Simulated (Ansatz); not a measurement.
Before relaxation, lower part held, upper part relaxed from the bulk's places (C, R-3m (No. 166), (1 0 1) face):

```yaml
crystal:
  lattice:
    - [2.45891, 0.00000, 0.00000]
    - [-2.45891, 7.33490, 0.00000]
    - [0.00000, 0.00000, 21.96393]
  atoms:
    - { symbol: C, position: [0.79679, 0.29679, 0.34147] }
    - { symbol: C, position: [0.79679, 0.79679, 0.34147] }
    - { symbol: C, position: [0.31560, 0.31560, 0.37317] }
    - { symbol: C, position: [0.31560, 0.81560, 0.37317] }
    - { symbol: C, position: [0.35298, 0.35298, 0.43659] }
    - { symbol: C, position: [0.35298, 0.85298, 0.43659] }
    - { symbol: C, position: [0.87179, 0.37179, 0.46829] }
    - { symbol: C, position: [0.87179, 0.87179, 0.46829] }
    - { symbol: C, position: [0.90917, 0.40917, 0.53171] }
    - { symbol: C, position: [0.90917, 0.90917, 0.53171] }
    - { symbol: C, position: [0.42798, 0.42798, 0.56341] }
    - { symbol: C, position: [0.42798, 0.92798, 0.56341] }
    - { symbol: C, position: [0.46536, 0.46536, 0.62683] }
    - { symbol: C, position: [0.46536, 0.96536, 0.62683] }
    - { symbol: C, position: [0.98417, 0.48417, 0.65853] }
    - { symbol: C, position: [0.98417, 0.98417, 0.65853] }
```

Method: DFT PBEsol, scalar-relativistic, plane waves, PAW in Ansatz. Settings: cutoff 420 eV, Γ-centred mesh 15×5×1 on the computed 16-atom cell, Gaussian smearing of 0.05 eV; no spin polarisation. The cell repeats along c with a dipole correction in the vacuum.

Atoms 1, 2, 3, 4, 5, 6 (counted from 1) are held. The cell is fixed. Force threshold 0.02 eV/Å.

Problem. Where does it end?

Solution. The energy falls by 0.238 eV in 5 steps, to:

```yaml
crystal:
  lattice:
    - [2.45891, 0.00000, 0.00000]
    - [-2.45891, 7.33490, 0.00000]
    - [0.00000, 0.00000, 21.96393]
  atoms:
    - { symbol: C, position: [0.79679, 0.29679, 0.34147] }
    - { symbol: C, position: [0.79679, 0.79679, 0.34147] }
    - { symbol: C, position: [0.31560, 0.31560, 0.37317] }
    - { symbol: C, position: [0.31560, 0.81560, 0.37317] }
    - { symbol: C, position: [0.35298, 0.35298, 0.43659] }
    - { symbol: C, position: [0.35298, 0.85298, 0.43659] }
    - { symbol: C, position: [0.87232, 0.37232, 0.46803] }
    - { symbol: C, position: [0.87232, 0.87232, 0.46803] }
    - { symbol: C, position: [0.91262, 0.41262, 0.53190] }
    - { symbol: C, position: [0.91262, 0.91262, 0.53190] }
    - { symbol: C, position: [0.43300, 0.43300, 0.56289] }
    - { symbol: C, position: [0.43300, 0.93300, 0.56289] }
    - { symbol: C, position: [0.47701, 0.47701, 0.62818] }
    - { symbol: C, position: [0.47701, 0.97701, 0.62818] }
    - { symbol: C, position: [0.99645, 0.49645, 0.65573] }
    - { symbol: C, position: [0.99645, 0.99645, 0.65573] }
```

Cost: 1 run of about 7.6 core-minutes, on Arm Neoverse V1 (shared hosts).